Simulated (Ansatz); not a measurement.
# CuO (Tenorite) (Cc) in Ansatz: a series of runs

The runs below take CuO (Tenorite) through band structure, with PBE.

Everything below comes from runs of Ansatz 0.2.0. Logs are shortened: lines on timing, memory, paths and dates and some standing lists are left out, and cuts for length are marked.

## Step 1: The crystal as given

It takes space group Cc (No. 9, monoclinic). Conventional cell: a = 4.689 Å, b = 3.427 Å, c = 5.132 Å, α = 90.00°, β = 99.65°, γ = 90.00°. Cu (site symmetry 1) has 4 O at 1.91 to 2.02 Å as nearest neighbours. O (site symmetry 1) is surrounded by 4 Cu at 1.91 to 2.02 Å.

## Step 2: Band structure, PBE

Input file input.yaml:

```yaml
crystal:
  lattice:
    - [2.34465, -1.7134, 0.0]
    - [2.34465, 1.7134, 0.0]
    - [-0.8605543552, 0.0, 5.0594363927]
  atoms:
    - { symbol: Cu, position: [0.4968, 0.0032, 0.5] }
    - { symbol: Cu, position: [0.0032, 0.4968, 0.0] }
    - { symbol: O, position: [0.4056, 0.5714, 0.7537] }
    - { symbol: O, position: [0.5714, 0.4056, 0.2537] }
hamiltonian:
  xc: pbe
  pseudopotentials: { kind: nc, accuracy: stringent }
kpoints:
  mp_grid: { grid: [10, 10, 5] }
  band_path:
    path:
      - [[0.0, 0.0, 0.0], [-0.5, -0.5, 0.0], [-0.5249462874, -0.5249462874, 0.3256415493], [-0.5, -0.5, 0.5], [-0.6336780905, -0.3663219095, 0.5]]
      - [[-0.3663219095, 0.3663219095, 0.5], [0.0, 0.0, 0.5], [-0.4750537126, -0.4750537126, 0.6743584507]]
      - [[-0.5, -0.5, 0.0], [-0.6126314136, -0.3873685864, 0.0]]
      - [[-0.3873685864, 0.3873685864, 0.0], [0.0, 0.0, 0.0], [-0.5, 0.0, 0.0]]
      - [[-0.5, 0.0, 0.5], [0.0, 0.0, 0.0]]
    npoints: 14
scf:
  occupations: { method: fermi_dirac, width: 0.05 }
  n_extra_bands: 10
output:
  forces: true
  stress: true
  eigenvalues: true
  fatbands: false
```

Potentials or basis: PseudoDojo stringent (PBE files).

Launch:

```console
$ ansatz run input.yaml --threads 2 --pin off --max-ram 5632MiB --backend cpu --events-out ev --progress --plain --runs-dir out
```

Log:

```text
Warning: RAYON_NUM_THREADS=2 ignored (pool sized by the plan → 2); use --threads N
scf.n_extra_bands = 10 over 25 filled bands (N_el = 50.0): the run solves 35 bands
Engine: ansatz 0.2.0, x86_64-unknown-linux-gnu
Pseudopotentials: kind: nc
Pseudopotential: Cu, nc, valence charge 19, recommended cutoff 1414.992085 eV (normal), Cu.nc.azcp (PseudoDojo's, or run here from an input of PseudoDojo's; its table is named by hamiltonian.pseudopotentials.accuracy)
Pseudopotential: O, nc, valence charge 6, recommended cutoff 1251.723767 eV (normal), O.nc.azcp (PseudoDojo's, or run here from an input of PseudoDojo's; its table is named by hamiltonian.pseudopotentials.accuracy)
Functional definition: PBE
  parameter kappa = 0.804
  parameter beta = 0.06672455060314922
  exchange = pbe_x(kappa = kappa, mu = beta*pi^2/3)
  correlation = pbe_c(beta = beta)
Crystal: 4 atoms, lattice volume = 40.651 Å³
Basis set: ecut = 1414.992085 eV, 4877 PW (Γ), exchange–correlation on 72×72×128 points (8 copies of the dense FFT grid, shifted against one another)
Bands: 35, of which v1, the nominal top of the filled ones, is band 25 counted from 1 (24 counted from 0)
Symmetry: 2 space group operations
Space group: Cc (ITA 9), of the structure as read, at distance tolerance 3.4e-5 Å
k-points: 141 of 500 (time reversal used)
Non-local potential: Cu, projectors of the file, l = 0: 2, l = 1: 2, l = 2: 2
Non-local potential: O, projectors of the file, l = 0: 2, l = 1: 2, l = 2: 1
Initial density: superposition of atomic densities (chi_scale 0.1, normalization cell, long waves kept (reshape's long-wave potential 0.00 eV rms))
Initial wavefunctions: pseudopotential atomic-orbital guess
Functional: x = pbe(κ = 0.804, μ = 0.2195149727645171), c = pbe(β = 0.06672455060314922)
SCF iter   1: F=—  HF=-11420.044380 eV  |F-HF|=—  |Δ(HF+E_count)|=         —  Δρ=1.09e-1  dr2=8.82e-1  ethr=3.10e-3  ⟨swp⟩=5.5  Hψ=19334  notcnv=0  defer=55
preconditioner: auto → Kerker (q_TF=auto, 2.824 Å⁻¹)  [metal: Δε(μ)=0.003 eV  Ē_g=15.827 eV  σ=0.050 eV  W_gap=0.01  n_scr=20 (ndim 8)  ℏωp=34.0 eV  f_vac=0.000  D(μ)=2.28/eV (n_scr^D=22)]
SCF iter   2: F=—  HF=-11419.855829 eV  |F-HF|=—  |Δ(HF+E_count)|=   1.89e-1  Δρ=5.34e-2  dr2=1.93e-1  ethr=1.76e-3  ⟨swp⟩=3.0  Hψ=10174  notcnv=0  defer=455
SCF iter   3: F=—  HF=-11419.825516 eV  |F-HF|=—  |Δ(HF+E_count)|=   3.03e-2  Δρ=2.21e-2  dr2=3.61e-2  ethr=3.87e-4  ⟨swp⟩=2.0  Hψ=5322  notcnv=0  defer=455
SCF iter   4: F=—  HF=-11419.824077 eV  |F-HF|=—  |Δ(HF+E_count)|=   1.44e-3  Δρ=2.88e-3  dr2=1.64e-3  ethr=7.22e-5  ⟨swp⟩=2.8  Hψ=8533  notcnv=0  defer=459
SCF iter   5: F=—  HF=-11419.824718 eV  |F-HF|=—  |Δ(HF+E_count)|=   6.41e-4  Δρ=1.04e-3  dr2=2.07e-4  ethr=3.27e-6  ⟨swp⟩=2.4  Hψ=6930  notcnv=0  defer=459
SCF iter   6: F=—  HF=-11419.824844 eV  |F-HF|=—  |Δ(HF+E_count)|=   1.26e-4  Δρ=2.61e-4  dr2=2.40e-5  ethr=4.14e-7  ⟨swp⟩=2.5  Hψ=6505  notcnv=0  defer=459
SCF iter   7: F=—  HF=-11419.824878 eV  |F-HF|=—  |Δ(HF+E_count)|=   3.43e-5  Δρ=6.82e-5  dr2=7.04e-7  ethr=4.81e-8  ⟨swp⟩=2.1  Hψ=6385  notcnv=0  defer=459
SCF iter   8: F=-11419.824879 eV  HF=-11419.824879 eV  |F-HF|=2.89e-8  |Δ(HF+E_count)|=   3.93e-7  Δρ=1.77e-5  dr2=6.75e-8  ethr=2.00e-10  ⟨swp⟩=9.9  Hψ=25776  notcnv=0
SCF 1 converged in 8 iterations: F = -11419.824879 eV  dr2 = 6.75e-8
NSCF: frozen V_eff on 145 k-points
SCF converged after 8 iterations
Free energy (F): -11419.824879 eV
Harris-Foulkes:  -11419.824879 eV  (|F-HF|=2.89e-8)
Internal energy: -11419.805462 eV  (E = F + TS)
E sigma→0 (E₀):  -11419.815170 eV
Entropy (-TS):   -0.019416 eV (-4.854 meV/atom)
Fermi energy:    12.336819 eV
--- Per-component energies (eV) ---
  E_band       = -848.420159
  E_kinetic    = 5637.810078
  E_local      = -10495.069284  (includes V_loc(G=0)·N_el)
  E_nonlocal   = -2123.796452
  E_hartree    = 3858.459633
  E_xc         = -1540.372060
  E_vxc        = -1584.290695  (∫ρ·V_xc dr)
  E_ewald      = -6756.837377
  E_smearing   = -0.019416  (= −TS)
  E_closure    = 0.000000  (closes the sum)
  Σ components = -11419.824879   (vs F -11419.824879, Δ=0.00e0)
--- Forces (eV/Å), atoms counted from 1 ---
  atom   1  Cu    -0.63012639    -0.34772316     0.24367494
  atom   2  Cu    -0.63012639     0.34772316     0.24367494
  atom   3  O      0.63007598    -0.31413093    -0.24365713
  atom   4  O      0.63007598     0.31413093    -0.24365713
  max |Σ_I F_I| component: 1.01e-4 eV/Å
--- Stress (GPa, compression-positive) ---
        5.230919       0.000000      -1.656891
        0.000000       6.601227       0.000000
       -1.656891       0.000000       4.747351
  P = ⅓ Tr σ = 5.5265 GPa (55.265 kbar)
--- Band table (eV; the first three rows and the last of 141) ---
  k-point 0: bands = ["-100.2139", "-100.2133", "-57.7766", "-57.7765", "-57.7472", "-57.7383", "-57.3363", "-57.3359", "-7.5933", "-6.2699", "4.1629", "6.7646", "7.1332", "8.9807", "9.0372", "9.0970", "9.3383", "9.5975", "9.6578", "9.8735", "10.0738", "10.1897", "10.2686", "10.7498", "12.5522", "13.2476", "14.0197", "18.3447", "20.4297", "25.6489", "27.9858", "28.6851", "29.0885", "29.3555", "30.4125"]
  k-point 1: bands = ["-100.2139", "-100.2133", "-57.7766", "-57.7765", "-57.7463", "-57.7392", "-57.3363", "-57.3359", "-7.4864", "-6.4217", "4.5371", "6.8482", "7.1504", "8.3316", "8.7267", "8.7925", "9.3999", "9.5733", "9.8570", "9.9390", "10.1416", "10.3100", "10.5380", "10.6491", "12.5168", "13.0999", "14.5516", "17.7751", "21.2798", "25.6875", "27.4558", "27.5444", "29.1912", "29.5935", "30.8368"]
  k-point 2: bands = ["-100.2137", "-100.2135", "-57.7765", "-57.7765", "-57.7441", "-57.7414", "-57.3362", "-57.3360", "-7.1908", "-6.7876", "5.5419", "6.8303", "7.0652", "7.3339", "8.3208", "8.3653", "9.5822", "9.6686", "9.9784", "9.9976", "10.1040", "10.2867", "10.7816", "10.8980", "12.4810", "12.7436", "15.6526", "16.7784", "22.9981", "24.9457", "26.4481", "26.8660", "29.3902", "29.6570", "30.7506"]
  k-point 140: bands = ["-100.2123", "-100.2122", "-57.7901", "-57.7889", "-57.7428", "-57.7410", "-57.3447", "-57.3438", "-6.2038", "-6.0960", "5.4832", "5.9781", "6.6775", "6.7343", "7.1516", "7.5451", "9.5630", "9.8542", "10.1366", "10.1569", "10.6534", "10.6722", "11.0674", "11.1439", "11.6566", "12.2932", "16.9725", "18.1272", "20.9415", "21.6131", "25.0571", "25.1726", "27.9883", "28.1473", "28.4141"]
```

It took 36 s on 2 threads of Intel Xeon 6975P-C (Granite Rapids), shared host; peak memory 0.91 GiB.

What came out:

```
Free energy            : -11419.8249 eV
Pressure               : 5.5 GPa
Largest force          : 0.760 eV/Å
Band gap on the k mesh : none (metal or under the smearing width)
```

Forces in eV/Å, atoms in the order of the input:
```
Cu  -0.630 -0.348  0.244
Cu  -0.630  0.348  0.244
O    0.630 -0.314 -0.244
O    0.630  0.314 -0.244
```

Levels at the corners of the path, in eV from the Fermi level:
| point | band 23 | band 24 | band 25 | band 26 | band 27 | band 28 |
| --- | --- | --- | --- | --- | --- | --- |
| Γ | -2.07 | -1.59 | 0.22 | 0.91 | 1.68 | 6.01 |
| Y | -1.65 | -1.15 | -0.61 | 1.06 | 3.34 | 7.00 |
| F | -1.30 | -1.26 | -0.64 | 0.19 | 4.23 | 6.12 |
| L | -1.24 | -1.24 | -0.42 | -0.42 | 5.20 | 5.20 |
| I | -1.42 | -1.42 | -0.28 | -0.28 | 5.83 | 5.83 |
| I1 | -1.42 | -1.42 | -0.28 | -0.28 | 5.83 | 5.83 |
| Z | -1.44 | -1.44 | 0.24 | 0.24 | 3.89 | 3.89 |
| F1 | -1.30 | -1.26 | -0.64 | 0.19 | 4.23 | 6.12 |
| Y | -1.65 | -1.15 | -0.61 | 1.06 | 3.34 | 7.00 |
| X1 | -1.37 | -1.30 | -1.22 | 0.88 | 4.85 | 7.16 |
| X | -1.37 | -1.30 | -1.22 | 0.88 | 4.85 | 7.16 |
| Γ | -2.07 | -1.59 | 0.22 | 0.91 | 1.68 | 6.01 |
| N | -1.45 | -1.34 | -0.04 | 0.28 | 4.85 | 6.26 |
| M | -1.67 | -1.53 | -0.08 | 0.73 | 5.09 | 6.47 |
| Γ | -2.07 | -1.59 | 0.22 | 0.91 | 1.68 | 6.01 |

Caveat: the run has no spin polarisation, though such a crystal can be magnetic; semilocal functionals often make such compounds metallic where correlation or magnetic order opens a gap, which also shifts bond lengths. With open d or f shells a metallic result of PBE can be an artefact of self-interaction; +U or a hybrid may open a gap.

(Continued in part 2 of 2.)
